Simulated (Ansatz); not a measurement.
## Pb in Ansatz: the effect of dispersion

Pb, a slab with vacuum:

```
Pb
1.0
     3.52437    0.00000    0.00000
    -1.76218    3.05219    0.00000
     0.00000    0.00000   35.11667
Pb
8
Cartesian
  0.0000 2.0348 7.5000
  0.0000 0.0000 10.3738
  1.7622 1.0174 13.2476
  0.0000 0.0000 16.1214
  0.0000 2.0348 18.9952
  0.0000 0.0000 21.8691
  1.7622 1.0174 24.7429
  0.0000 0.0000 27.6167
```

The slab is cut from a database's or a generator's crystal, which needn't be the stable form of the element.

The cell isn't the ideal one: the (0 0 1) slab of Pb, cut from the database cell, not relaxed.

Alike in all runs:

```yaml
Program: Ansatz 0.2.0
Task: relaxation of the atoms
Functional: PBE
Potentials_or_basis: Ansatz PAW
Cutoff: "420 eV (not typed: the program's choice for these potentials)"
k_mesh: 9 × 9 × 1
Occupations: fermi-dirac, width 0.05 eV
Spin: no spin polarisation
```

Each run relaxes the cell or the atoms first.

```tsv
dispersion	largest force (eV/Å)
none	0.33
D3(BJ)	0.28
D3(BJ)-ATM	0.28
D4	?
```

What does the run with dispersion D4 give?

Largest force 0.29 eV/Å.
